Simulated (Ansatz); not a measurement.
Write the native input for Ansatz 0.2.0 that does the following.

```
Task                : relaxation of cell and atoms
Functional          : revPBE
Dispersion          : D4
Potentials or basis : Ansatz PAW
Cutoff              : 420 eV (not typed: the program's choice for these potentials)
k mesh              : 13 × 13 × 13
Occupations         : fermi-dirac, width 0.05 eV
Spin                : collinear spin, ferromagnetic start
Starting moments    : [3.0] μB
```

The system is Fe.

```xyz
1
Lattice="0.0000 1.9417 1.9651 1.4984 0.0000 1.9651 1.4984 1.9417 0.0000" Properties=species:S:1:pos:R:3 pbc="T T T"
Fe    0.0000    0.0000    0.0000
```

One way to write it, as run:

input.yaml

```yaml
crystal:
  lattice:
    - [0.0, 1.9417396906, 1.9651051623]
    - [1.4984397099, 0.0, 1.9651051623]
    - [1.4984397099, 1.9417396906, 0.0]
  atoms:
    - { symbol: Fe, position: [0.0, 0.0, 0.0], spin: 3.0 }
hamiltonian:
  xc: revpbe
  pseudopotentials: { kind: paw }
  dispersion: d4
magnetization:
  spin_polarized: true
kpoints:
  mp_grid: { grid: [13, 13, 13] }
scf:
  occupations: { method: fermi_dirac, width: 0.05 }
output:
  forces: true
  stress: true
  eigenvalues: true
relax:
  f_tol: 0.01
  max_steps: 40
  cell: { stress_tol: 0.05 }
```

Potentials or basis: Ansatz PAW.

The run is started by

```bash
$ ansatz run input.yaml --threads 2 --pin off --max-ram 5632MiB --backend cpu --events-out ev --progress --plain --runs-dir out
```

Results of the run:

| Item | Value |
| --- | --- |
| Relaxed volume | 11.08 Å³/atom |
| Relaxed cell | a = 2.809 Å, b = 2.433 Å, c = 2.433 Å, α = 70.53°, β = 54.74°, γ = 54.74° |
| Space group after relaxing (to 0.05 Å) | Im-3m (No. 229) |
| Energy gained by relaxing | 24.6 meV/atom |
| Ionic steps | 8 |
| Pressure after relaxing | 0.0 GPa |
| Band gap on the k mesh | none (metal or under the smearing width) |
| Net moment | 2.10 μB per cell |
| Absolute moment | 2.22 μB per cell |
| Site moments | Fe +2.15 μB |

Caveat: the plane-wave basis is chosen anew once the cell has moved, so the energies of steps on either side of that aren't comparable; pairwise dispersion overbinds metals, which lowers pressure and volume; the PAW data sets come from PBE, with cores solved anew for the run's functional, which leaves a small shift of forces and pressure.

Run time: 39 s on 2 threads of Arm Neoverse V2, on a shared host, peak memory 0.4 GiB.
